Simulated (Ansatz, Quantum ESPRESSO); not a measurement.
# Equation of state of wurtzite GaN

How stiff is wurtzite GaN under hydrostatic load? Each row relaxes cell and atoms at a set pressure. The phase is followed to these pressures whether or not it stays the stable one.

Calculated with Quantum ESPRESSO 7.5, PBEsol, PseudoDojo 0.4.1 norm-conserving potentials, cutoff 1170 eV, Fermi–Dirac smearing 0.02 eV, k-mesh 10×10×6, no spin polarisation, no spin-orbit coupling.

Reference cell, relaxed at zero pressure with PBEsol (P6_3mc): a = 3.1836 Å, b = 3.1836 Å, c = 5.1871 Å, α = 90.00°, β = 90.00°, γ = 120.00°.

```
atom       x       y       z
  Ga  0.3333  0.6667  0.0003
  Ga  0.6667  0.3333  0.5003
   N  0.6667  0.3333  0.1237
   N  0.3333  0.6667  0.6237
```

| V (Å³/atom) | V/V0 | P (GPa) | E − E0 (meV/atom) |
| --- | --- | --- | --- |
| 11.6388 | 1.0225 | −3.988 | 3.2 |
| 11.1005 | 0.9752 | 4.993 | 4.3 |
| 10.8509 | 0.9533 | 9.998 | 15.9 |
| 10.4258 | 0.9160 | 20.003 | 55.3 |
| 10.0723 | 0.8849 | 30.006 | 110.2 |

V0 = 11.3825 Å³ an atom, where the residual pressure P0 is +0.007 GPa. **Question.** Fit the Birch–Murnaghan law and give the pressure and the energy at V = 10.6275 Å³ an atom, a row left out above.

With the Eulerian strain f = ½[(V0/V)^(2/3) − 1] and F = (P − P0)/[3f(1 + 2f)^(5/2)], the third-order law is the line F = B0 + (3/2) B0 (B′ − 4) f.

| f | F (GPa) |
| --- | --- |
| 0.04247 | 192.04 |
| 0.03014 | 191.06 |
| 0.01620 | 189.83 |
| 0.00843 | 189.02 |
| −0.00737 | 187.58 |

A straight line through the 5 rows: the means are 0.01797 for f and 189.91 for F, Σ(Δx)² = 0.001485 and ΣΔxΔy = 0.1339, so the slope is 0.1339/0.001485 = 90.161 and the intercept 189.91 − (90.161)(0.01797) = 188.29.

Hence B0 = 188.3 GPa and B′ = 4 + (90.2)/(1.5 × 188.3) = 4.32. For the withheld volume f = 0.02341, F = 190.40 GPa and P = 15.00 GPa. The run itself gives 15.01 GPa, so the estimate misses by 0.01 GPa, a rounding's worth.

Integrating the same law gives E − E0 = (9/2) B0 V0 f²[1 + (B′ − 4) f] + P0(V0 − V), with 1 GPa Å³ = 6.2415 meV: 33.3 meV an atom. The run itself gives 33.3 meV, so the estimate misses by 0.0 meV, a rounding's worth.

The same fit over all rows at other levels or in other programs gives B0 = 188 GPa with PBEsol (Ansatz) and 189 GPa with PBEsol (Quantum ESPRESSO, GBRV).

[Logs are printed without paths, hosts, clocks, repeated set-up lines and the standing remarks that a program may print on its own settings, such as how far it seeks lower states.]
